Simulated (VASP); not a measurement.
Set up this calculation in VASP 6.6.1, as the native input.

- Task: relaxation of cell and atoms
- Functional: PBEsol
- Potentials or basis: VASP PAW PBE potentials, release 64 (In_d, As)
- Cutoff: 600 eV
- k mesh: 12 × 12 × 12
- Occupations: gaussian, width 0.1 eV
- Spin: no spin polarisation
- Dipole correction: no
- Further INCAR settings: ALGO = Normal; EDIFF = 1e-06; IBRION = 2; EDIFFG = -0.005; NSW = 100; ISIF = 3

The structure of InAs lies in POSCAR:

```
InAs
1.0
    0.0000000000      3.0180000000      3.0180000000
    3.0180000000      0.0000000000      3.0180000000
    3.0180000000      3.0180000000      0.0000000000
In As
1 1
Direct
    0.0000000000      0.0000000000      0.0000000000
    0.2500000000      0.2500000000      0.2500000000
```

The cell was built by a generator and needn't be a form met in nature.

These files were run (other wordings do the same):

INCAR

```
ALGO = Normal ; EDIFF = 1E-6
EDIFFG = -0.005 ; ENCUT = 600
GGA = PS ; IBRION = 2
ISIF = 3 ; ISMEAR = 0
LASPH = True ; LCHARG = False
LREAL = False ; LWAVE = False
NELM = 80 ; NSW = 100
PREC = Accurate ; SIGMA = 0.1
```

KPOINTS

```
k-points
0
Gamma
  12 12 12
```

Potentials or basis: VASP PAW PBE potentials, release 64 (In_d, As).

Launch:

```bash
$ cat potpaw_PBE.64/In_d/POTCAR potpaw_PBE.64/As/POTCAR > POTCAR
$ mpirun -np 1 vasp_std > vasp.out
```

It gave:

* Relaxed volume: 28.24 Å³/atom
* Relaxed cell: a = 4.307 Å, b = 4.307 Å, c = 4.307 Å, α = 60.00°, β = 60.00°, γ = 60.00°
* Space group after relaxing (to 0.05 Å): F-43m (No. 216)
* Energy gained by relaxing: 3.7 meV/atom
* Ionic steps: 3
* Pressure after relaxing: 0.0 GPa
* Band gap on the k mesh: none (metal or under the smearing width)

Caveat: the PAW data sets were made with another functional, which shifts forces and pressure a little; this crystal is a semiconductor, whose small gap the functional closes, so the metal is an error of the method.

Run time: 54 s on 1 thread of Intel(R) Xeon(R) 6975P-C (Granite Rapids) (shared host), peak memory 0.26 GiB.
